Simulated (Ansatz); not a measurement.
## CdS (Greenockite): relaxation of cell and atoms with PBE+D4

Crystal: CdS (Greenockite).

```
CELL_PARAMETERS angstrom
4.15000 0.00000 0.00000
-2.07500 3.59401 0.00000
0.00000 0.00000 6.73700
ATOMIC_POSITIONS crystal
Cd 0.66667 0.33333 0.50000
Cd 0.33333 0.66667 0.00000
S 0.66667 0.33333 0.87500
S 0.33333 0.66667 0.37500
```

* Program: Ansatz 0.2.0
* Task: relaxation of cell and atoms
* Functional: PBE
* Dispersion: D4
* Potentials or basis: Ansatz PAW
* Cutoff: 420 eV (not typed: the program's choice for these potentials)
* k mesh: 7 × 7 × 4
* Occupations: fermi-dirac, width 0.05 eV
* Spin: no spin polarisation

```yaml
Relaxed_volume: 25.08 Å³/atom
Relaxed_cell: a = 4.142 Å, b = 4.142 Å, c = 6.752 Å, α = 90.00°, β = 90.00°, γ = 120.00°
Space_group_after_relaxing_to_0.05_Å: P6_3mc (No. 186)
Energy_gained_by_relaxing: 0.3 meV/atom
Ionic_steps: 4
Pressure_after_relaxing: 0.0 GPa
Band_gap_on_the_k_mesh: 1.20 eV
```

Forces in eV/Å, atoms in the order of the input:
```
Cd   0.000  0.000 -0.003
Cd   0.000  0.000 -0.003
S    0.000  0.000  0.003
S    0.000  0.000  0.003
```

Step by step:
```
step  energy change (eV)  largest force (eV/Å)  volume (Å³)
   1              0.0000                0.0657       100.48
   2             -0.0010                0.0201       100.31
   3             -0.0011                0.0029       100.32
   4             -0.0010                0.0029       100.32
```

Final structure:
```yaml
crystal:
  lattice:
    - [4.14203, 0.00000, 0.00000]
    - [-2.07101, 3.58710, 0.00000]
    - [0.00000, 0.00000, 6.75219]
  atoms:
    - { symbol: Cd, position: [0.66667, 0.33333, 0.49954] }
    - { symbol: Cd, position: [0.33333, 0.66667, 0.99954] }
    - { symbol: S, position: [0.66667, 0.33333, 0.87546] }
    - { symbol: S, position: [0.33333, 0.66667, 0.37546] }
```

Run time: 15 s on 2 threads of Intel(R) Xeon(R) Processor @ 2.50GHz (Skylake/Cascade Lake), with other jobs on the host, peak memory 0.4 GiB.

Caveat: odd divisions of the mesh miss points on the zone boundary, where band edges often lie, so the gap on the mesh can be too wide; the plane-wave basis is chosen anew once the cell has moved, so the energies of steps on either side of that aren't comparable. A k mesh can miss the band edges.
